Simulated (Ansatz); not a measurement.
Compressing Ti$_{3}$C$_{2}$: a fit and a missing row

Ti$_{3}$C$_{2}$, P6_3/mmc, a = 3.064 Å, c = 15.119 Å. The structure is a Materials Project entry; whether it is the stable form wasn't checked. Ansatz: r2SCAN, PAW, 500 eV, Γ-centred 12×12×4 mesh on 10 atoms, Gaussian smearing 0.10 eV; no spin polarisation. Shape and atoms are relaxed at each volume; pressure is positive in compression.

```tsv
V (Å³/atom)	P (GPa)
10.817	?
11.186	16.89
11.555	10.42
11.923	4.81
12.292	0.00
12.661	-4.06
13.030	-7.40
13.521	-10.73
```

**Question.** Take V0 = 12.292 Å³/atom, fit the third-order Birch–Murnaghan form to the other rows, and predict the missing pressure.

**Answer.** With the Eulerian strain f = ½[(V0/V)^(2/3) − 1] and y = P/[3f(1 + 2f)^(5/2)], the form is the line y = B0 + 1.5 B0 (B0′ − 4) f. Rows (f, y): 0.03244, 148.3; 0.02104, 148.9; 0.01026, 148.5; -0.00976, 145.7; -0.01906, 142.6; -0.03078, 136.2. Means f = 0.0006900, y = 145.03; Σ(Δf)² = 0.003003, ΣΔfΔy = 0.5347; the slope is their ratio. y = 144.9 + 178.0 f GPa, so B0 = 144.9 GPa and B0′ = 4 + 2 × (178.0)/(3 × 144.9) = 4.82. At V = 10.817, f = 0.04448, y = 152.82 and P = 25.23 GPa. The run gave 24.32 GPa, so the fit is 0.91 GPa too high, 2.6 % of the span of the series, against an rms of 0.16 GPa on the fitted rows. The row lies outside the fitted range. The points of y bend away from a line: a fourth-order term fitted to them gives P = 23.96 GPa at this row's volume (the line 25.23, the run 24.32).